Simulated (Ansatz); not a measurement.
`OCCO`, charge 0, multiplicity 1.

Give a relaxed structure at PBE0-D4/def2-TZVP (Ansatz 0.2.0). (An estimate is asked.)

Computed: 
Z-matrix (Å, degrees):
```
C
C 1 1.519
O 1 1.410 2 112.2
H 1 1.095 2 109.7 3 117.5
H 1 1.098 2 109.4 3 -125.0
O 2 1.410 1 112.2 3 180.0
H 2 1.098 1 109.4 3 -55.0
H 2 1.095 1 109.7 3 62.5
H 3 0.960 1 108.5 2 -67.5
H 6 0.960 2 108.5 1 67.5
```
Point group Ci.
This is one stationary point; other conformers may exist.
